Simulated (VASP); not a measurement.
Write the native input for VASP 6.6.1 that does the following.

```yaml
Task: single point
Functional: PBE
Potentials_or_basis: VASP PAW PBE potentials, release 64 (Sr_sv, O)
Cutoff: 520 eV
k_mesh: 9 × 9 × 6
Occupations: gaussian, width 0.02 eV
Spin: no spin polarisation
Dipole_correction: no
Further_INCAR_settings: ALGO = Fast; EDIFF = 1e-07; NBANDS = 24
```

The structure of SrO lies in POSCAR:

```
SrO
1.0
    3.7466224952     -0.2031770130      0.1230858994
   -2.0492677023      3.1430995293      0.1230913155
    0.2153674099      0.3730382388      6.3036623323
Sr O
2 2
Direct
    0.3269810067      0.6730189933      0.2500000000
    0.6639876595      0.3360123405      0.7500000000
    0.0028082984     -0.0062230354     -0.0015316280
    0.0062230354     -0.0028082984      0.5015316280
```

The cell comes from a database or a generator and needn't be the stable form of this composition.

The cell isn't the ideal one: strained and moved within a subgroup.

These files were run (other wordings do the same):

INCAR

```
SYSTEM = SrO
PREC     = Accurate       ! precision mode
ENCUT    = 520            ! plane-wave cutoff, eV
EDIFF    = 1E-7           ! SCF threshold, eV
ISMEAR   = 0              ! smearing method
SIGMA    = 0.02           ! smearing width, eV
LREAL    = .FALSE.        ! projectors in reciprocal space
LASPH    = .TRUE.         ! aspherical terms in the spheres
NELM     = 100            ! most SCF steps
ALGO     = Fast           ! electronic algorithm
ISIF     = 2              ! what is computed and relaxed
LWAVE    = .FALSE.        ! write WAVECAR
LCHARG   = .TRUE.         ! write CHGCAR
GGA      = PE             ! functional
LELF     = .TRUE.         ! ELF
LVHAR    = .TRUE.       
NBANDS   = 24             ! bands
```

KPOINTS

```
regular mesh
0
G
  9 9 6
  0 0 0
```

Potentials or basis: VASP PAW PBE potentials, release 64 (Sr_sv, O).

Launch:

```console
$ cat potpaw_PBE.64/Sr_sv/POTCAR potpaw_PBE.64/O/POTCAR > POTCAR
$ mpirun -np 1 vasp_std > vasp.out
```

Results of the run:

```
Pressure               : -0.1 GPa
Largest force          : 0.302 eV/Å
Band gap on the k mesh : 2.73 eV, direct
```

Caveat: an odd mesh through Γ misses points on the zone boundary, where band edges often lie.

Wall time 4.3 min on 1 thread of AMD EPYC 9R45 (Zen 5), with other jobs on the host, peak memory 0.3 GiB.
